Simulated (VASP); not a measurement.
# MoTe2 in VASP: one cell, several levels of theory, part 3 of 3

The system is MoTe2 in the CdI2-type structure, a generated structure that needn't be the ground state.

VASP 6.6.1, plane waves, PAW. Earlier steps stand in the parts before.

**4. Single point with PBEsol**

Input file INCAR:

```
ENCUT = 520.000000
SIGMA = 0.020000
EDIFF = 1.00e-07
GGA = PS
PREC = Accurate
IBRION = -1
ISIF = 2
ISMEAR = -1
NBANDS = 20
NELM = 120
NSW = 0
LASPH = .TRUE.
LCHARG = .FALSE.
LWAVE = .FALSE.
LREAL = .FALSE.
```

Input file KPOINTS:

```
KPOINTS created by Atomic Simulation Environment
0
Gamma
12 12 4
0 0 0
```

Input file KPOINTS_OPT:

```
special points
7
Reciprocal
0.0000000000 0.0000000000 0.0000000000 1
0.5000000000 0.0000000000 0.0000000000 1
0.3333333333 0.3333333333 0.0000000000 1
0.0000000000 0.0000000000 0.5000000000 1
0.5000000000 0.0000000000 0.5000000000 1
0.3333333333 0.3333333333 0.5000000000 1
0.2333333333 0.2333333333 0.5000000000 1
```

Input file POSCAR:

```
Mo Te
 1.0000000000000000
     3.5194545152357066   -0.0000000000293851   -0.0000000000000000
    -1.7597272575924052    3.0479370176726612   -0.0000000000000000
    -0.0000000000000000   -0.0000000000000000    7.2144528804336101
 Mo  Te
   1   2
Cartesian
 -0.0000000000000000  0.0000000000000000 -0.0000000000000000
  0.0000000000169654  2.0319580117719789  1.8282549640006158
  1.7597272576263363  1.0159790058712970  5.3861979164329936
```

The run uses the recommended PBE PAW datasets (26 valence electrons a neutral cell).

On the command line:

```bash
$ mpirun -np 1 vasp_std
```

Printed to the terminal (iteration lines stand in OSZICAR):

```text
POSCAR found type information on POSCAR MoTe
 POSCAR found :  2 types and       3 ions
 -----------------------------------------------------------------------------
|                                                                             |
|                                                                             |
|     You enforced a specific xc type in the INCAR file but a different       |
|     I HOPE YOU KNOW WHAT YOU ARE DOING!                                     |
|                                                                             |
 -----------------------------------------------------------------------------

 LDA part: xc-table for (Slater+PW92), standard interpolation
 POSCAR, INCAR and KPOINTS ok, starting setup
 FFT: planning ... GRIDC
 FFT: planning ... GRID_SOFT
 FFT: planning ... GRID
 WAVECAR not read
 entering main loop
 Start KPOINTS_OPT (optional k-point list driver)
k-point batch [1-7\7]
```

OSZICAR:

```text
N       E                     dE             d eps       ncg     rms          rms(c)
DAV:   1     0.155306943279E+03    0.15531E+03   -0.12297E+04  2968   0.116E+03
DAV:   2    -0.134652017669E+02   -0.16877E+03   -0.16447E+03  3408   0.276E+02
DAV:   3    -0.197885109388E+02   -0.63233E+01   -0.62387E+01  3420   0.472E+01
DAV:   4    -0.198853832785E+02   -0.96872E-01   -0.96687E-01  3556   0.587E+00
DAV:   5    -0.198865638672E+02   -0.11806E-02   -0.11805E-02  3292   0.605E-01    0.156E+01
DAV:   6    -0.194555344096E+02    0.43103E+00   -0.51474E+00  2920   0.122E+01    0.643E+00
DAV:   7    -0.193036413780E+02    0.15189E+00   -0.36052E+00  2880   0.853E+00    0.413E+00
DAV:   8    -0.191533374742E+02    0.15030E+00   -0.71339E-01  3004   0.427E+00    0.135E+00
DAV:   9    -0.191536904591E+02   -0.35298E-03   -0.40302E-02  3196   0.107E+00    0.500E-01
DAV:  10    -0.191524583858E+02    0.12321E-02   -0.10002E-02  3040   0.655E-01    0.181E-01
DAV:  11    -0.191524813659E+02   -0.22980E-04   -0.32985E-04  3200   0.112E-01    0.859E-02
DAV:  12    -0.191524452533E+02    0.36113E-04   -0.54910E-05  3076   0.539E-02    0.602E-02
DAV:  13    -0.191524457153E+02   -0.46198E-06   -0.24524E-05  3008   0.297E-02    0.606E-03
DAV:  14    -0.191524457254E+02   -0.10122E-07   -0.10458E-06  3124   0.613E-03    0.803E-03
DAV:  15    -0.191524457072E+02    0.18215E-07   -0.16465E-07  2668   0.215E-03
   1 F= -.19152446E+02 E0= -.19151723E+02  d E =-.144539E-02
       N       E                     dE             ncg
DAV:   1     0.272472814786E+04   -0.51054E+04      296
DAV:   2     0.150020340753E+04   -0.12245E+04      356
DAV:   3     0.145736042674E+04   -0.42843E+02      348
DAV:   4     0.145671499031E+04   -0.64544E+00      360
DAV:   5     0.145670796822E+04   -0.70221E-02      332
DAV:   6     0.145670774166E+04   -0.22656E-03      376
DAV:   7     0.145670773369E+04   -0.79710E-05      324
DAV:   8     0.145670773332E+04   -0.37215E-06      288
DAV:   9     0.145670773330E+04   -0.17970E-07      224
```

OUTCAR, selected sections:

```text
k-points           NKPTS =     69   k-points in BZ     NKDIM =     69   number of bands    NBANDS=     20

   NELECT =      26.0000    total number of electrons

   dimension x,y,z NGX =    28 NGY =   28 NGZ =   54
   dimension x,y,z NGXF=    56 NGYF=   56 NGZF=  108

  energy-cutoff  :      520.00
  volume of cell :       77.39
      direct lattice vectors                 reciprocal lattice vectors
     3.519454515 -0.000000000  0.000000000     0.284134941  0.164045384  0.000000000
    -1.759727258  3.047937018  0.000000000     0.000000000  0.328090769  0.000000000
     0.000000000  0.000000000  7.214452880     0.000000000  0.000000000  0.138610650

 k-points in reciprocal lattice and weights: KPOINTS created by Atomic Simulation Env
   0.00000000  0.00000000  0.00000000       0.002
   0.08333333  0.00000000  0.00000000       0.010
   0.16666667  0.00000000  0.00000000       0.010
   0.25000000  0.00000000  0.00000000       0.010
   0.33333333  0.00000000  0.00000000       0.010
   0.41666667 -0.00000000  0.00000000       0.010
   0.50000000  0.00000000  0.00000000       0.005
   0.08333333  0.08333333  0.00000000       0.010
[... 61 more k-points ...]

 E-fermi :   8.1483

 k-point     1 :       0.0000    0.0000    0.0000
  band No.  band energies     occupation
      1     -53.1395      2.00000
      2     -27.2779      2.00000
      3     -27.2265      2.00000
      4     -27.2265      2.00000
      5      -5.3145      2.00000
      6      -4.1807      2.00000
      7       1.9244      2.00000
      8       5.5215      2.00000
      9       5.5215      2.00000
     10       6.5121      2.00000
     11       6.7499      2.00000
     12       7.3012      2.00000
     13       7.3012      2.00000
     14       9.4762      0.00000
     15       9.4762      0.00000
     16      11.5689      0.00000
     17      11.5689      0.00000
     18      13.2443      0.00000
     19      13.9023      0.00000
     20      16.3371      0.00000

 k-point     2 :       0.0833    0.0000    0.0000
  band No.  band energies     occupation
      1     -53.1388      2.00000
      2     -27.2760      2.00000
      3     -27.2352      2.00000
      4     -27.2285      2.00000
      5      -5.2131      2.00000
      6      -4.1196      2.00000
      7       2.0464      2.00000
      8       5.2034      2.00000
      9       5.5623      2.00000
     10       6.5161      2.00000
     11       6.7695      2.00000
     12       7.1739      2.00000
     13       7.2623      2.00000
     14       9.0286      0.00000
     15       9.4948      0.00000
     16      10.9984      0.00000
     17      11.4484      0.00000
     18      13.5043      0.00000
     19      14.4921      0.00000
     20      16.0059      0.00000

 k-point     3 :       0.1667    0.0000    0.0000
  band No.  band energies     occupation
      1     -53.1370      2.00000
      2     -27.2708      2.00000
      3     -27.2588      2.00000
      4     -27.2341      2.00000
      5      -4.9170      2.00000
      6      -3.9433      2.00000
      7       2.3990      2.00000
      8       4.6248      2.00000
      9       5.6313      2.00000
     10       5.9407      2.00000
     11       6.6279      2.00000
     12       6.9450      2.00000
     13       7.1969      2.00000
     14       8.4535      0.00000
     15       9.4138      0.00000
     16      10.4075      0.00000
     17      11.2876      0.00000
     18      13.7564      0.00000
     19      14.8566      0.00000
     20      15.9115      0.00000

 k-point     4 :       0.2500    0.0000    0.0000
  band No.  band energies     occupation
      1     -53.1346      2.00000
      2     -27.2912      2.00000
      3     -27.2636      2.00000
      4     -27.2416      2.00000
      5      -4.4542      2.00000
      6      -3.6755      2.00000
      7       2.9280      2.00000
      8       4.0583      2.00000
      9       4.6544      2.00000
     10       5.5857      2.00000
     11       6.5050      2.00000
     12       6.7005      2.00000
     13       6.8844      2.00000
     14       8.3007      0.00098
     15       9.1596      0.00000
     16      10.6079      0.00000
     17      11.2638      0.00000
     18      13.6705      0.00000
     19      14.3497      0.00000
     20      14.7077      0.00000

 k-point     5 :       0.3333    0.0000    0.0000
  band No.  band energies     occupation
      1     -53.1322      2.00000
      2     -27.3232      2.00000
      3     -27.2565      2.00000
      4     -27.2492      2.00000
      5      -3.8911      2.00000
      6      -3.3618      2.00000
      7       3.1550      2.00000
      8       3.4588      2.00000
      9       3.8609      2.00000
     10       5.4081      2.00000
     11       5.7582      2.00000
     12       6.5445      2.00000
     13       7.0300      2.00000
     14       8.5407      0.00000
     15       8.8993      0.00000
     16      10.9941      0.00000
     17      11.3007      0.00000
     18      13.1917      0.00000
     19      13.6714      0.00000
     20      14.0288      0.00000

 k-point     6 :       0.4167   -0.0000    0.0000
  band No.  band energies     occupation
      1     -53.1304      2.00000
      2     -27.3465      2.00000
      3     -27.2548      2.00000
      4     -27.2512      2.00000
      5      -3.3869      2.00000
      6      -3.0670      2.00000
      7       2.1820      2.00000
      8       3.2291      2.00000
      9       4.1901      2.00000
     10       5.2438      2.00000
     11       5.2544      2.00000
     12       6.4735      2.00000
     13       7.1854      2.00000
     14       8.7644      0.00000
     15       8.8699      0.00000
     16      10.7195      0.00000
     17      11.3293      0.00000
     18      13.0291      0.00000
     19      13.3983      0.00000
     20      13.9855      0.00000

 k-point     7 :       0.5000    0.0000    0.0000
  band No.  band energies     occupation
      1     -53.1297      2.00000
      2     -27.3550      2.00000
      3     -27.2568      2.00000
      4     -27.2493      2.00000
      5      -3.1932      2.00000
      6      -2.9118      2.00000
      7       1.7681      2.00000
      8       3.1158      2.00000
      9       4.2838      2.00000
     10       5.1813      2.00000
     11       5.2003      2.00000
     12       6.4479      2.00000
     13       7.2399      2.00000
     14       8.7369      0.00000
     15       9.0173      0.00000
     16      10.4339      0.00000
     17      11.3384      0.00000
     18      12.8024      0.00000
     19      13.7516      0.00000
     20      14.2823      0.00000

 k-point     8 :       0.0833    0.0833    0.0000
  band No.  band energies     occupation
      1     -53.1376      2.00000
      2     -27.2724      2.00000
      3     -27.2509      2.00000
      4     -27.2327      2.00000
      5      -5.0142      2.00000
      6      -4.0008      2.00000
      7       2.2843      2.00000
      8       4.7927      2.00000
      9       5.5898      2.00000
     10       6.3767      2.00000
     11       6.4942      2.00000
     12       6.8889      2.00000
     13       7.3636      2.00000
     14       8.6679      0.00000
     15       9.2494      0.00000
     16      10.7957      0.00000
     17      11.0354      0.00000
     18      13.7664      0.00000
     19      15.2184      0.00000
     20      15.8965      0.00000

 k-point     9 :       0.1667    0.0833    0.0000
  band No.  band energies     occupation
      1     -53.1355      2.00000
      2     -27.2778      2.00000
      3     -27.2663      2.00000
      4     -27.2404      2.00000
      5      -4.6335      2.00000
      6      -3.7781      2.00000
      7       2.7326      2.00000
      8       4.2755      2.00000
      9       5.2039      2.00000
     10       5.6737      2.00000
     11       6.2099      2.00000
     12       6.8687      2.00000
     13       7.1347      2.00000
     14       8.4573      0.00000
     15       9.0077      0.00000
     16      10.4610      0.00000
     17      11.0844      0.00000
     18      13.9605      0.00000
     19      15.2706      0.00000
     20      15.3887      0.00000

 k-point    10 :       0.2500    0.0833    0.0000
  band No.  band energies     occupation
      1     -53.1331      2.00000
      2     -27.3086      2.00000
      3     -27.2592      2.00000
      4     -27.2493      2.00000
      5      -4.1146      2.00000
      6      -3.4858      2.00000
      7       3.2853      2.00000
      8       3.7567      2.00000
      9       4.0417      2.00000
     10       5.3212      2.00000
     11       6.0594      2.00000
     12       6.3150      2.00000
     13       7.1839      2.00000
     14       8.4488      0.00000
     15       8.9367      0.00000
     16      10.3926      0.00000
     17      11.3566      0.00000
     18      13.7733      0.00000
     19      14.2519      0.00000
     20      14.6347      0.00000

[... the tables of k-points 11 to 69 left out ...]

  Total       -1.1914880     -1.1914880     -0.3321730      0.0000000     -0.0000000     -0.0000000
  in kB      -24.6669534    -24.6669534     -6.8768594      0.0000000     -0.0000000     -0.0000000
  external PRESSURE =     -18.7369220 kB  Pullay stress =       0.0000000 kB

 POSITION                                       TOTAL-FORCE (eV/Angst)
 -----------------------------------------------------------------------------------
      0.00000      0.00000      0.00000         0.000000      0.000000      0.000000
      0.00000      2.03196      1.82825         0.000000      0.000000     -0.028705
      1.75973      1.01598      5.38620        -0.000000     -0.000000      0.028705
 -----------------------------------------------------------------------------------
    total drift:                                0.000000      0.000000      0.000000

  FREE ENERGIE OF THE ION-ELECTRON SYSTEM (eV)
  ---------------------------------------------------
  free  energy   TOTEN  =       -19.1524457072 eV

  energy  without entropy=      -19.1510003195  energy(sigma->0) =      -19.15172301
```

Hardware: 1 MPI rank of Intel Xeon 6975P-C, shared host.

The levels at the points of KPOINTS_OPT are read from vasprun.xml.

Band energies at the special points (eV, zero at the top of v, the last band that the electrons fill by count):

```
point    v−1      v      c   c+1
    Γ  -1.28  -1.28   0.90  0.90
    M  -2.13  -1.34   0.16  0.44
    K  -3.64   0.00   0.00  0.01
    A  -1.28  -1.09   0.77  0.77
    L  -2.37  -1.09   0.16  0.64
    H  -3.55  -0.52  -0.52  0.06
```

At the PBEsol level the bands overlap by 0.59 eV: a metal or semimetal. The pressure is -1.87 GPa, and the largest force is 0.029 eV/Å, on atom 2 (Te).

**5. Results**

This closing draws on all 3 parts.

```
 level  gap (eV)  pressure (GPa)  largest force (eV/Å)  Ansatz: gap (eV)  Ansatz: pressure (GPa)  Ansatz: force (eV/Å)
   PBE     -0.59            1.85                 0.233             -0.58                    1.84                 0.221
   LDA     -0.58           -3.58                 0.206             -0.59                   -3.81                 0.254
PBEsol     -0.59           -1.87                 0.029             -0.59                   -1.98                 0.054
```

A negative gap is an overlap of bands.

In words: No gap over 0.02 eV opens at any of these levels. Spin-orbit coupling is left out, though the cell holds Te (Z = 52); in an element this heavy it can shift bands and gaps by tenths of an eV. The pressure is highest with PBE (1.9 GPa) and lowest with LDA (-3.6 GPa), which orders the cells that they would relax to. Forces up to 0.23 eV/Å (PBE) show atoms off their equilibrium places at that level; the least is 0.029 eV/Å (PBEsol). The two programs agree on the overlap of the bands within 0.01 eV. Datasets and cutoffs are each program's own. VASP's cell holds 26 valence electrons and Ansatz's 46. LDA means the Perdew–Zunger form in VASP and the Perdew–Wang form in Ansatz.
